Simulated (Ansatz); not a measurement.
Crystal: K.

```
CELL_PARAMETERS angstrom
-2.69756 2.69756 2.69756
2.69756 -2.69756 2.69756
2.69756 2.69756 -2.69756
ATOMIC_POSITIONS crystal
K 0.00000 0.00000 0.00000
```

- Program: Ansatz 0.2.0
- Task: relaxation of cell and atoms
- Functional: PBEsol
- Potentials or basis: Ansatz PAW
- Cutoff: 420 eV (not typed: the program's choice for these potentials)
- k mesh: 7 × 7 × 7
- Occupations: fermi-dirac, width 0.05 eV
- Spin: no spin polarisation

At the start: volume 78.52 Å³/atom.

Q: How do energy, volume and symmetry change on relaxing?

A: It ends after 5 steps and the volume is 70.96 Å³/atom (-9.6 %); space group Im-3m (No. 229, to 0.05 Å).

The path:
| step | energy change (eV) | largest force (eV/Å) | volume (Å³) |
| --- | --- | --- | --- |
| 1 | 0.0000 | 0.0000 | 78.52 |
| 2 | -0.0014 | 0.0000 | 77.76 |
| 3 | -0.0081 | 0.0000 | 69.74 |
| 4 | -0.0083 | 0.0000 | 70.96 |
| 5 | -0.0083 | 0.0000 | 70.96 |

Final structure:
```
CELL_PARAMETERS angstrom
-2.60803 2.60803 2.60803
2.60803 -2.60803 2.60803
2.60803 2.60803 -2.60803
ATOMIC_POSITIONS crystal
K 0.00000 0.00000 0.00000
```

Caveat: the plane-wave basis is chosen anew once the cell has moved, so the energies of steps on either side of that aren't comparable; the PAW data sets come from PBE, with cores solved anew for the run's functional, which leaves a small shift of forces and pressure.
